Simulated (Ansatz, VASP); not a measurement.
**Tl: VASP beside Ansatz**

File INCAR:

```
SYSTEM = Tl
  PREC = Accurate
  ENCUT = 600
  EDIFF = 1E-6
  ISMEAR = 0
  SIGMA = 0.1
  LREAL = .False.
  LASPH = .True.
  NELM = 100
  ALGO = Normal
  ISIF = 3
  LWAVE = .False.
  LCHARG = .False.
  GGA = PE
  IBRION = 2
  NSW = 90
  EDIFFG = -0.04
```

Contents of KPOINTS:

```
Automatic mesh
0
Gamma
  6 6 4
  0 0 0
```

The input POSCAR:

```
Tl
1.0
    3.1127539390     -2.1635613291      0.0000000000
    3.1127539390      2.1635613291      0.0000000000
   -2.2511242352      0.0000000000      5.0326174781
Tl
2
Direct
    0.9241250000      0.9241250000      0.6666650000
    0.0758750000      0.0758750000      0.3333350000
```

Input for Ansatz:

```yaml
crystal:
  lattice:
    - [3.112753939, -2.1635613291, 0.0]
    - [3.112753939, 2.1635613291, 0.0]
    - [-2.2511242352, 0.0, 5.0326174781]
  atoms:
    - { symbol: Tl, position: [0.924125, 0.924125, 0.666665] }
    - { symbol: Tl, position: [0.075875, 0.075875, 0.333335] }
basis:
  ecutwfc: 420
kpoints:
  mp_grid: { grid: [6, 6, 4] }
hamiltonian:
  xc: pbe
scf:
  occupations: { method: gaussian, width: 0.1 }
  lower_state_search: "off"
output:
  forces: true
  stress: true
  eigenvalues: true
relax:
  adjacent_minimum: "off"
  f_tol: 0.04
  max_steps: 70
  cell: { stress_tol: 0.4 }
```

Alike in both runs: task relaxation of cell and atoms; functional PBE; k mesh 6 × 6 × 4; occupations gaussian, width 0.1 eV; no spin polarisation.

|  | VASP | Ansatz |
| --- | --- | --- |
| version | VASP 6.6.1 | Ansatz 0.2.0 |
| potentials or method | VASP PAW PBE potentials, release 64 (Tl_d) | scalar-relativistic, plane waves, PAW |
| plane-wave cutoff (eV) | 600 | 420 |
| valence electrons in the cell | 26 | 26 |

|  | VASP | Ansatz | Ansatz less VASP |
| --- | --- | --- | --- |
| gap on the k mesh at the Fermi level, each at its own relaxed structure (eV) | none | none | - |
| relaxed volume (Å³/atom) | 31.34 | 31.05 | -0.291 |
| relaxed cell length with the largest relative difference (Å) | 3.453 | 3.520 | +0.0669 |
| energy change over the relaxation (meV/atom) | -953 | -959 | -6.1 |

A gap of «none» marks a metal or a gap that the smearing closes.

Spin-orbit coupling is left out, which matters for the levels of Tl.
